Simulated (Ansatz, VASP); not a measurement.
## One calculation of AlRu, two programs

```
CELL_PARAMETERS angstrom
3.00154 0.00000 0.00000
0.00000 3.00154 0.00000
0.00000 0.00000 3.00154
ATOMIC_POSITIONS crystal
Al 0.00000 0.00000 0.00000
Ru 0.50000 0.50000 0.50000
```

Change from the starting cell: volume scaled by 1.01.

Alike in both runs: task single point; functional PBEsol; k mesh 12 × 12 × 12; occupations fermi-dirac, width 0.05 eV; no spin polarisation.

|  | VASP | Ansatz |
| --- | --- | --- |
| version | VASP 6.6.1 | Ansatz 0.2.0 |
| potentials or method | VASP PAW PBE potentials, release 64 (Al, Ru_pv), cutoff 520 eV | all-electron LAPW, scalar-relativistic |

```csv
,VASP,Ansatz,Ansatz less VASP
pressure (GPa),-5.3,-5.4,-0.09
```

Ansatz ran all-electron here, so the differences hold the error of VASP's frozen core and of both bases.

Caveats: the PAW data sets were made with another functional, which shifts forces and pressure a little (VASP).
